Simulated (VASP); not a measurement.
Crystal: Sb.

```xyz
1
Lattice="3.0833 0.0000 0.0000 0.0000 3.0833 0.0000 0.0000 0.0000 3.0833" Properties=species:S:1:pos:R:3 pbc="T T T"
Sb    0.0000    0.0000    0.0000
```

This isn't the form of Sb at room conditions, which is rhombohedral.

- Program: VASP 6.6.1
- Task: relaxation of cell and atoms
- Functional: LDA
- Potentials or basis: VASP PAW LDA potentials, release 64 (Sb)
- Cutoff: 600 eV
- k mesh: 14 × 14 × 14
- Occupations: gaussian, width 0.1 eV
- Spin: no spin polarisation

At the start: pressure -2.2 GPa; volume 29.31 Å³/atom.

Problem. Where does the relaxation end?

Solution. Over 3 steps the energy falls by 7.8 meV/atom and the volume is 28.23 Å³/atom (-3.7 %); space group Pm-3m (No. 221, to 0.05 Å).

Step by step:
| step | energy change (eV) | largest force (eV/Å) | pressure (GPa) | volume (Å³) |
| --- | --- | --- | --- | --- |
| 1 | 0.0000 | 0.0000 | -2.24 | 29.31 |
| 2 | -0.0050 | 0.0000 | 1.50 | 27.61 |
| 3 | -0.0078 | 0.0000 | 0.00 | 28.23 |

Final structure:
```cif
data_structure
_symmetry_space_group_name_H-M 'P 1'
_symmetry_Int_Tables_number 1
_cell_length_a 3.0448
_cell_length_b 3.0448
_cell_length_c 3.0448
_cell_angle_alpha 90.000
_cell_angle_beta 90.000
_cell_angle_gamma 90.000
_cell_volume 28.23
loop_
_atom_site_label
_atom_site_type_symbol
_atom_site_fract_x
_atom_site_fract_y
_atom_site_fract_z
_atom_site_occupancy
Sb1 Sb 0.00000 0.00000 0.00000 1
```
